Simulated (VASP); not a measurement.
# A VASP 6.6.1 single-point calculation on BaO

INCAR

```
ENCUT = 520
ALGO = Normal
ISIF = 2
ISMEAR = 1
EDIFF = 1E-7
LCHARG = .FALSE.
LREAL = .FALSE.
LWAVE = .FALSE.
IBRION = -1
PREC = Accurate
LASPH = .TRUE.
NBANDS = 15
METAGGA = R2SCAN
NSW = 0
SIGMA = 0.1
NELM = 81
```

KPOINTS

```
KPOINTS created by Atomic Simulation Environment
0
Gamma
8 8 8
0 0 0
```

POSCAR

```
Ba O
 1.0000000000000000
    -0.0000000000000000    2.7719426815501929    2.7719426815501929
     2.7719426815501929    0.0000000000000000    2.7719426815501929
     2.7719426815501929    2.7719426815501929    0.0000000000000000
 Ba  O
   1   1
Cartesian
 -0.0000000000000000  0.0000000000000000  0.0000000000000000
  2.7719426815501929  2.7719426815501929  2.7719426815501929
```

The recommended PBE PAW datasets give the neutral cell 16 valence electrons.

Command

```
mpirun -np 1 vasp_std
```

Question: How does this run end, and what does it give?

Answer: It converged. Results: gap between bands v and c on the k mesh 2.32 eV; least direct gap on the k mesh 2.32 eV; pressure 1.7 GPa. Band v is the last that the valence electrons fill when counted band by band, and c is the next.

OSZICAR

```
N       E                     dE             d eps       ncg     rms          rms(c)
DAV:   1     0.476446755015E+02    0.47645E+02   -0.79654E+03   870   0.101E+03
DAV:   2    -0.414886147838E+02   -0.89133E+02   -0.78956E+02  1166   0.204E+02
DAV:   3    -0.452790122906E+02   -0.37904E+01   -0.37661E+01  1105   0.426E+01
DAV:   4    -0.453214019536E+02   -0.42390E-01   -0.42382E-01   975   0.476E+00
DAV:   5    -0.453221576564E+02   -0.75570E-03   -0.75569E-03  1109   0.534E-01    0.894E+00
DAV:   6    -0.376837667935E+02    0.76384E+01   -0.54343E+00   996   0.193E+01    0.411E+00
DAV:   7    -0.378226774426E+02   -0.13891E+00   -0.20728E-01   968   0.395E+00    0.228E+00
DAV:   8    -0.378237581143E+02   -0.10807E-02   -0.12389E-01   884   0.347E+00    0.454E-01
DAV:   9    -0.378226947040E+02    0.10634E-02   -0.16392E-02  1143   0.948E-01    0.212E-01
DAV:  10    -0.378241312304E+02   -0.14365E-02   -0.71660E-03   919   0.764E-01    0.263E-01
DAV:  11    -0.378226026960E+02    0.15285E-02   -0.33695E-03   954   0.440E-01    0.133E-02
DAV:  12    -0.378226036354E+02   -0.93941E-06   -0.15664E-04   934   0.111E-01    0.352E-02
DAV:  13    -0.378225829378E+02    0.20698E-04   -0.26000E-05  1073   0.442E-02    0.459E-03
DAV:  14    -0.378225837965E+02   -0.85863E-06   -0.42116E-06   941   0.162E-02    0.655E-03
DAV:  15    -0.378225839651E+02   -0.16867E-06   -0.20370E-07   940   0.373E-03    0.517E-03
DAV:  16    -0.378225839530E+02    0.12109E-07   -0.38944E-08   477   0.159E-03
   1 F= -.37822584E+02 E0= -.37822715E+02  d E =0.394242E-03
```

For comparison, a separate r²SCAN run of the intended cell, on usual settings and not on those above, gives a gap of 2.32 eV on its mesh and a pressure of 1.7 GPa.
